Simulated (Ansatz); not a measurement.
# InP: a prediction, then the measurements

Method: DFT PBE, scalar-relativistic, plane waves, PAW (Ansatz 0.2.0).

Settings: cutoff 420 eV, Γ-centred mesh 10×10×10 on the computed 2-atom cell, Gaussian smearing of 0.02 eV; no spin polarisation.

Relaxed structure, symmetry kept:

```cif
data_structure
_symmetry_space_group_name_H-M 'F-43m'
_symmetry_Int_Tables_number 216
_cell_length_a 5.9601
_cell_length_b 5.9601
_cell_length_c 5.9601
_cell_angle_alpha 90.000
_cell_angle_beta 90.000
_cell_angle_gamma 90.000
_cell_volume 211.72
loop_
_atom_site_label
_atom_site_type_symbol
_atom_site_symmetry_multiplicity
_atom_site_Wyckoff_symbol
_atom_site_fract_x
_atom_site_fract_y
_atom_site_fract_z
_atom_site_occupancy
In1 In 4 a 0.00000 0.00000 0.00000 1
P1 P 4 d 0.25000 0.25000 0.75000 1
```

```json
{"Space group": "F-43m (No. 216)", "Volume per atom": "26.46 Å³", "Formation energy from the elements' standard states (uncorrected)": "-0.245 eV/atom", "Kohn–Sham band gap": "0.44 eV", "Löwdin character of the top 1 eV of the valence band": "P 3p 80 %, In 5p 17 %", "Löwdin character of the lowest 1 eV of the conduction band": "In 5s 37 %, P 3p 28 %, P 3s 25 %, In 5p 8 %", "Bader charges (e)": "In (1 in the cell) 0.88, P (1 in the cell) -0.88"}
```

**What was measured.**

From a printed reference work, data compilation, for a bulk crystal of InP: lattice constant a 5.86875 Å at 291.15 K; band gap 1.4236 eV (direct) at 1.6 K.

A measured lattice constant a of InP is 5.86875 Å (291.15 K; a printed reference work, data compilation); the calculated 5.960 Å misses it by +1.6 %. The calculation is for 0 K without zero-point motion. Measured band gap of InP: 1.4236 eV (direct; 1.6 K; a printed reference work, data compilation). This calculation gives 0.44 eV (-0.98 eV). Kohn–Sham gaps of semilocal functionals fall short of measured ones as a rule; spin-orbit coupling, left out here, would usually lower the calculated gap of a compound with heavy elements.